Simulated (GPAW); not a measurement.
# ZnS (F-43m) in GPAW: further runs

The runs below take ZnS through equation of state, band structure, with BLYP+D4, LDA, BEEF-vdW.

Program: GPAW 26.7.0. These are calculated values, not measurements. Logs are shortened: lines on timing, memory, paths and dates and some standing lists are left out, and cuts for length are marked. The log counts tension as positive stress, the text compression.

**What was measured.**

From “Electronic, vibrational, and thermodynamic properties of ZnS (zincblende and rocksalt structure)”, 2009, arxiv:0911.5022, for a bulk crystal of ZnS: bulk modulus 76.9 GPa; band gap 3.85 eV (direct) at 19 K.

The runs below are set against these values where they give the same quantity.

### 1 The crystal as given

The structure is cubic, space group F-43m (No. 216). Conventional cell: a = 5.404 Å, b = 5.404 Å, c = 5.404 Å, α = 90.00°, β = 90.00°, γ = 90.00°. Around Zn (site symmetry -43m) lie 4 S at 2.34 Å. S (site symmetry -43m) has 4 Zn at 2.34 Å as nearest neighbours.

### 2 Equation of state, BLYP+D4

run.py

```python
from ase.calculators.mixing import SumCalculator
from ase.eos import EquationOfState
from ase.io import Trajectory, read
from ase.units import GPa
from dftd4.ase import DFTD4
from gpaw import GPAW, PW, setup_paths

setup_paths.insert(0, '.')

atoms = read('ZnS.cif')

traj = Trajectory('eos.traj', 'w')
volumes, energies = [], []
for x in [0.94, 0.96, 0.98, 1.0, 1.02, 1.04, 1.06]:
    a = atoms.copy()
    a.set_cell(atoms.cell * x**(1 / 3), scale_atoms=True)
    calc = GPAW(mode=PW(600),
                xc='BLYP',
                kpts={'size': (7, 7, 7), 'gamma': True},
                occupations={'name': 'fermi-dirac', 'width': 0.05},
                nbands=18,
                convergence={'density': 1e-05, 'energy': 1e-05},
                eigensolver='davidson',
                maxiter=150,
                txt=f'eos-{x:.2f}.txt')
    a.calc = SumCalculator([calc, DFTD4(method='blyp')])
    energies.append(a.get_potential_energy())
    volumes.append(a.get_volume())
    p = -a.get_stress()[:3].mean() / GPa
    calc.write(f'eos-{x:.2f}.gpw')
    traj.write(a)
    print(f'{x:.2f} {volumes[-1]:10.4f} A^3 {energies[-1]:14.6f} eV {p:9.3f} GPa', flush=True)

v0, e0, B = EquationOfState(volumes, energies, eos='birchmurnaghan').fit()
print(f'V0 = {v0:.4f} A^3, E0 = {e0:.6f} eV, B0 = {B / GPa:.2f} GPa')
```

ZnS.cif

```cif
data_ZnS
_cell_length_a 3.82120505
_cell_length_b 3.82120505
_cell_length_c 3.82120505
_cell_angle_alpha 60.00000000
_cell_angle_beta 60.00000000
_cell_angle_gamma 60.00000000
_space_group_name_H-M_alt 'P1'
_space_group_name_Hall 'P 1'
_space_group_IT_number 1
loop_
_space_group_symop_operation_xyz
'x,y,z'
loop_
_atom_site_label
_atom_site_type_symbol
_atom_site_symmetry_multiplicity
_atom_site_Wyckoff_symbol
_atom_site_fract_x
_atom_site_fract_y
_atom_site_fract_z
_atom_site_occupancy
Zn1 Zn 1 a 0.7500000000 0.7500000000 0.7500000000 1
S1 S 1 a 0.0000000000 0.0000000000 0.0000000000 1
```

Potentials or basis: PAW data sets generated in the run's folder for this functional, pw.

Launch:

```bash
$ gpaw-setup -f BLYP S Zn
$ OMP_NUM_THREADS=1 python run.py
```

What it wrote:

```text
__  _  _
 | _ |_)|_||  |
 |__||  | ||/\| - 26.7.0

Input parameters:
  mode=PW(ecut=600.0),
  convergence={'density': 1e-05, 'energy': 1e-05},
  eigensolver=Davidson(niter=2),
  kpts=MonkhorstPack(size=(7, 7, 7), gamma=True),
  maxiter=150,
  nbands=18,
  occupations=Occupations(name='fermi-dirac', width=0.05),
  xc=XC(name='BLYP')

Diagonalizing LCAO Hamiltonian
Converting LCAO to pw mode

                       Zn

       S

Atoms  # Å, Bohr magnetons
|   | symbol |        x |        y |        z |    initial magnetic moments |
|---|--------|----------|----------|----------|-----------------------------|
| 0 |     Zn | 5.614799 | 3.241706 | 2.292232 | ( 0.0000,  0.0000,  0.0000) |
| 1 |      S | 0.000000 | 0.000000 | 0.000000 | ( 0.0000,  0.0000,  0.0000) |

Unit cell  # Å
| periodic |        x |        y |        z |  lengths |    angles |
|----------|----------|----------|----------|----------|-----------|
|      yes | 3.743199 | 0.000000 | 0.000000 | 3.743199 | 60.000000 |
|      yes | 1.871600 | 3.241706 | 0.000000 | 3.743199 | 60.000000 |
|      yes | 1.871600 | 1.080569 | 3.056310 | 3.743199 | 60.000000 |

Number of symmetries: 24
Symmetry operations  # r_c * U_cc + t_c -> r_c
|    | kind |            matrix            |
|----|------|------------------------------|
|  0 |  E   |  1, 0, 0,  0, 1, 0,  0, 0, 1 |
|  1 |  σ   |  1, 0, 0,  0, 0, 1,  0, 1, 0 |
|  2 |  σ   |  1, 0,-1,  0, 1,-1,  0, 0,-1 |
|  3 |  C3  |  1, 0,-1,  0, 0,-1,  0, 1,-1 |
|  4 |  C3  |  1,-1, 0,  0,-1, 1,  0,-1, 0 |
|  5 |  σ   |  1,-1, 0,  0,-1, 0,  0,-1, 1 |
|  6 |  σ   |  0, 1, 0,  1, 0, 0,  0, 0, 1 |
|  7 |  C3  |  0, 1, 0,  0, 0, 1,  1, 0, 0 |
|  8 |  C2  |  0, 1,-1,  1, 0,-1,  0, 0,-1 |
|  9 |  S4  |  0, 1,-1,  0, 0,-1,  1, 0,-1 |
| 10 |  C3  |  0, 0, 1,  1, 0, 0,  0, 1, 0 |
| 11 |  σ   |  0, 0, 1,  0, 1, 0,  1, 0, 0 |
| 12 |  S4  |  0, 0,-1,  1, 0,-1,  0, 1,-1 |
| 13 |  C3  |  0, 0,-1,  0, 1,-1,  1, 0,-1 |
| 14 |  S4  |  0,-1, 1,  1,-1, 0,  0,-1, 0 |
| 15 |  C2  |  0,-1, 1,  0,-1, 0,  1,-1, 0 |
| 16 |  C3  |  0,-1, 0,  1,-1, 0,  0,-1, 1 |
| 17 |  S4  |  0,-1, 0,  0,-1, 1,  1,-1, 0 |
| 18 |  S4  | -1, 1, 0, -1, 0, 1, -1, 0, 0 |
| 19 |  C3  | -1, 1, 0, -1, 0, 0, -1, 0, 1 |
| 20 |  C3  | -1, 0, 1, -1, 1, 0, -1, 0, 0 |
| 21 |  S4  | -1, 0, 1, -1, 0, 0, -1, 1, 0 |
| 22 |  σ   | -1, 0, 0, -1, 1, 0, -1, 0, 1 |
| 23 |  C2  | -1, 0, 0, -1, 0, 1, -1, 1, 0 |

BZ-sampling:
  Number of BZ points: 343
  Number of IBZ points: 20

  Monkhorst-Pack size: [7, 7, 7]
  Monkhorst-Pack shift: [0, 0, 0]

K-points  # in reciprocal-cell coordinates
|     |                                coordinates |     weight |
|-----|--------------------------------------------|------------|
|   0 | (  0.00000000,   0.00000000,   0.00000000) | 0.00291545 |
|   1 | (  0.14285714,   0.14285714,   0.00000000) | 0.01749271 |
|   2 | (  0.14285714,   0.14285714,   0.14285714) | 0.02332362 |
|   3 | (  0.28571429,   0.14285714,   0.14285714) | 0.03498542 |
|   4 | (  0.28571429,   0.28571429,   0.00000000) | 0.01749271 |
|   5 | (  0.28571429,   0.28571429,   0.14285714) | 0.06997085 |
|   6 | (  0.28571429,   0.28571429,   0.28571429) | 0.02332362 |
|   7 | (  0.42857143,  -0.28571429,  -0.28571429) | 0.03498542 |
|   8 | (  0.42857143,   0.28571429,  -0.42857143) | 0.13994169 |
|   9 | (  0.42857143,   0.28571429,  -0.28571429) | 0.06997085 |
| ... |                                            |            |
|  19 | (  0.42857143,   0.42857143,   0.42857143) | 0.02332362 |

Plane wave coefficients: 1259
Cutoff: 600.0 eV

Spin-components: 1 (collinear spins)
Bands:           18
Projectors:      11
Spin-degeneracy: 2
Datatype:        complex128

Parallelization:
  kpt:    1
  domain: 1
  band:   1

Density:
  Valence electrons: 18.0
  Components: 1
  Grid points: [24 24 24]
  Charge: 0.0  # |e|

Potential:
  Grid points: [24 24 24]

species:
  Zn:
    name:    Zinc
    Z:       30.0
    valence: 12
    core:    18
    charge:  0.0  # [|e|]
    compensation charges:
      type: gauss
      rc: 0.37  # [Å]
      lmax: 2
    cutoffs:
      filter: 2.14  # [Å]
      core: 2.28  # [Å]
    projectors
    | kind |    occ | energy [eV] | rcut [Å] |
    |------|--------|-------------|----------|
    |   4s |  2.000 |      -5.960 |    1.286 |
    |   4p |  0.000 |      -1.110 |    1.270 |
    |   3d | 10.000 |     -10.055 |    1.180 |
    |    s |        |      21.251 |    1.286 |
    |    p |        |      26.102 |    1.270 |
    |    d |        |      17.157 |    1.180 |

    Using partial waves for Zn as LCAO basis

  S:
    name:    Sulfur
    Z:       16.0
    valence: 6
    core:    10
    charge:  0.0  # [|e|]
    compensation charges:
      type: gauss
      rc: 0.24  # [Å]
      lmax: 2
    cutoffs:
      filter: 1.77  # [Å]
      core: 1.66  # [Å]
    projectors
    | kind |    occ | energy [eV] | rcut [Å] |
    |------|--------|-------------|----------|
    |   3s |  2.000 |     -17.111 |    0.974 |
    |   3p |  4.000 |      -6.865 |    0.979 |
    |    s |        |      10.101 |    0.974 |
    |    p |        |      20.346 |    0.979 |
    |    d |        |       0.000 |    0.900 |

    Using partial waves for S as LCAO basis

Reference energy: -59734.185231  # eV

eigensolver:
  Davidson
  Converge bands: occupied
  niter=2

density mixing:
  MSR1-Mixer
  Pratt-step length: 0.05
  Maximum mixing coefficient: 0.75
  Old densities: 10
  SVD Regularization: 0.005
  Good broyden scale: 1.0
  Trust region scale: 1.0
  Backstep threshold: 4.0
  History deletion threshold: 6.0
  Fourier metric: weight=20.0, sigma=0.015

occupation numbers:
  Fermi-Dirac:
    width: 0.0500  # eV

poisson solver:
  ecut: 4800.0  # eV

xc functional:
  name: BLYP with 2 nearest neighbor stencil

convergence criteria:
[... 6 lines left out ...]
|iter     | |      energy | eigst |  dens |
|---------|-|-------------|-------|-------|
|iter:   1| |   -6.104440 | -0.05 |       |
|iter:   2| |   -6.035418 | -0.97 | -1.16 |
|iter:   3| |   -5.756889 | -1.30 | -1.19 |
|iter:   4| |   -5.708654 | -1.89 | -1.73 |
|iter:   5| |   -5.699231 | -2.88 | -2.02 |
|iter:   6| |   -5.699596 | -3.90 | -2.41 |
|iter:   7| |   -5.699596 | -5.53 | -3.47 |
|iter:   8| |   -5.699600c| -5.93 | -3.83 |
|iter:   9| |   -5.699600c| -7.00 | -4.40 |
|iter:  10| |   -5.699600c| -8.18c| -5.19c|

Converged in 10 steps
Energy contributions relative to reference atoms: (reference = -59734.185231)

Energy contributions:
  Kinetic:          20.928490
  Coulomb:         -17.610087
  Zero:              0.035107
  External:          0.000000
  Xc:               -9.053109
  Entropy:          -0.000000
  Spinorbit:         0.000000
  ----------------------------
  Free energy:      -5.699600
  Extrapolated:     -5.699600

dipole moment: (-20.125454, -11.619436, -8.216182)  # |e|*Ang

Fermi level: 5.816
Eigenvalues  # (at kpt = [0.000, 0.000, 0.000])
| band index |      eig [eV] | occ [0-2] |
|------------|---------------|-----------|
|          0 |        -8.741 |     2.000 |
|          1 |        -1.810 |     2.000 |
|          2 |        -1.810 |     2.000 |
|          3 |        -1.810 |     2.000 |
|          4 |        -1.242 |     2.000 |
|          5 |        -1.242 |     2.000 |
[... 10 lines left out ...]
|         16 |        19.744 |     0.000 |
|         17 |        19.744 |     0.000 |

Gap: 2.386 eV
Transition (v -> c):
  (s=0, k=0, n=8, [0.00, 0.00, 0.00]) -> (s=0, k=0, n=9, [0.00, 0.00, 0.00])
No difference between direct/indirect transitions

Stress tensor  # eV/Ang^3
|         x |         y |         z |
|-----------|-----------|-----------|
| -0.065656 |  0.000000 |  0.000000 |
|  0.000000 | -0.065656 | -0.000000 |
|  0.000000 | -0.000000 | -0.065656 |

# Writing to eos-0.94.gpw (mode='')
```

stdout:

```text
0.94    37.0863 A^3      -6.941459 eV     4.412 GPa
0.96    37.8754 A^3      -6.958737 eV     2.519 GPa
0.98    38.6645 A^3      -6.967206 eV     0.826 GPa
1.00    39.4535 A^3      -6.967814 eV    -0.686 GPa
1.02    40.2426 A^3      -6.961325 eV    -2.039 GPa
1.04    41.0317 A^3      -6.948526 eV    -3.247 GPa
1.06    41.8208 A^3      -6.930101 eV    -4.327 GPa
V0 = 39.1175 A^3, E0 = -6.968457 eV, B0 = 74.39 GPa
```

eos-0.96.txt:

```text
SCF iterations
|iter     | |      energy | eigst |  dens |
|---------|-|-------------|-------|-------|
|iter:   1| |   -6.152984 | -0.09 |       |
|iter:   2| |   -6.079416 | -1.10 | -1.15 |
|iter:   3| |   -5.792445 | -1.32 | -1.19 |
|iter:   4| |   -5.754360 | -1.95 | -1.74 |
|iter:   5| |   -5.746035 | -2.90 | -2.04 |
[... 43 lines left out ...]
|         16 |        19.424 |     0.000 |
|         17 |        19.424 |     0.000 |

Gap: 2.285 eV
Transition (v -> c):
  (s=0, k=0, n=8, [0.00, 0.00, 0.00]) -> (s=0, k=0, n=9, [0.00, 0.00, 0.00])
No difference between direct/indirect transitions

Stress tensor  # eV/Ang^3
|         x |         y |         z |
|-----------|-----------|-----------|
| -0.052395 |  0.000000 |  0.000000 |
|  0.000000 | -0.052395 |  0.000000 |
|  0.000000 |  0.000000 | -0.052395 |

# Writing to eos-0.96.gpw (mode='')
```

Run time: 60 s. Hardware: 1 thread of Arm Neoverse V2, shared host; peak memory 0.25 GiB.

Results:

```
Equilibrium volume                      : 19.56 Å³/atom
Bulk modulus                            : 74 GPa
Pressure derivative of the bulk modulus : 4.5
```

Energy against volume, from the lowest point:
| volume (Å³/atom) | energy (meV/atom) |
| --- | --- |
| 18.543 | 13.18 |
| 18.938 | 4.54 |
| 19.332 | 0.30 |
| 19.727 | 0.00 |
| 20.121 | 3.24 |
| 20.516 | 9.64 |
| 20.910 | 18.86 |

### 3 Band structure, LDA

run.py

```python
from ase.dft.bandgap import bandgap
from ase.io import read, write
from ase.units import GPa
from gpaw import GPAW, PW

atoms = read('ZnS.xyz')

calc = GPAW(mode=PW(600),
            xc='LDA',
            kpts={'size': (7, 7, 7), 'gamma': True},
            occupations={'name': 'fermi-dirac', 'width': 0.05},
            setups={'S': 'v3'},
            nbands=-9,
            convergence={'density': 1e-05, 'energy': 1e-05},
            maxiter=150,
            txt='gpaw.txt')
atoms.calc = calc
energy = atoms.get_potential_energy()
forces = atoms.get_forces()
stress = atoms.get_stress()
calc.write('gs.gpw')
write('result.traj', atoms)
print(f'Energy: {energy:.6f} eV')
print('Forces (eV/A):')
print(forces.round(4))
print('Stress (GPa):', (stress / GPa).round(3))
print('Fermi level:', round(calc.get_fermi_level(), 4), 'eV')
print(f'Gap: {bandgap(calc)[0]:.4f} eV, direct: {bandgap(calc, direct=True)[0]:.4f} eV')

path = atoms.cell.bandpath('GXWKGLUWLK,UX', npoints=60, eps=1e-4)
bs_calc = calc.fixed_density(kpts=path, symmetry='off', nbands=-18,
                             convergence={'bands': 'CBM+6.0', 'eigenstates': 1e-6}, txt='bands.txt')
bs = bs_calc.band_structure()
bs.write('bs.json')
print(f'Gap on the path: {bandgap(bs_calc)[0]:.4f} eV')
```

ZnS.xyz

```xyz
2
Lattice="0.0000000000 2.7020000000 2.7020000000 2.7020000000 0.0000000000 2.7020000000 2.7020000000 2.7020000000 0.0000000000" Properties=species:S:1:pos:R:3 pbc="T T T"
Zn     4.0530000000      4.0530000000      4.0530000000
S      0.0000000000      0.0000000000      0.0000000000
```

Potentials or basis: the program's PAW data sets (release 1.2.1) made for this functional, newer versions, pw.

Launch:

```bash
$ OMP_NUM_THREADS=1 python run.py
```

Run time: 30 s. Hardware: 1 thread of Arm Neoverse V2, shared host; peak memory 0.24 GiB.

It converged, with:

| Property | Result |
| --- | --- |
| Free energy | -8.2469 eV |
| Pressure | -4.9 GPa |
| Band gap on the k mesh | 1.86 eV, direct |
| Band gap along the path | 1.86 eV, direct |

Levels at the corners of the path, in eV from the valence-band top:
| point | band 7 | band 8 | band 9 | band 10 | band 11 | band 12 |
| --- | --- | --- | --- | --- | --- | --- |
| Γ | 0.00 | 0.00 | 0.00 | 1.86 | 6.22 | 6.22 |
| X | -4.66 | -2.25 | -2.25 | 3.18 | 3.88 | 10.69 |
| W | -4.67 | -2.80 | -2.77 | 5.52 | 5.89 | 7.66 |
| K | -4.71 | -3.17 | -1.83 | 3.92 | 5.80 | 9.14 |
| Γ | 0.00 | 0.00 | 0.00 | 1.86 | 6.22 | 6.22 |
| L | -5.38 | -0.88 | -0.88 | 3.09 | 6.75 | 6.75 |
| U | -4.71 | -3.17 | -1.83 | 3.92 | 5.80 | 9.14 |
| W | -4.67 | -2.80 | -2.77 | 5.52 | 5.89 | 7.66 |
| L | -5.38 | -0.88 | -0.88 | 3.09 | 6.75 | 6.75 |
| K | -4.71 | -3.17 | -1.83 | 3.92 | 5.80 | 9.14 |
| U | -4.71 | -3.17 | -1.83 | 3.92 | 5.80 | 9.14 |
| X | -4.66 | -2.25 | -2.25 | 3.18 | 3.88 | 10.69 |

[end of part 1 of 2]
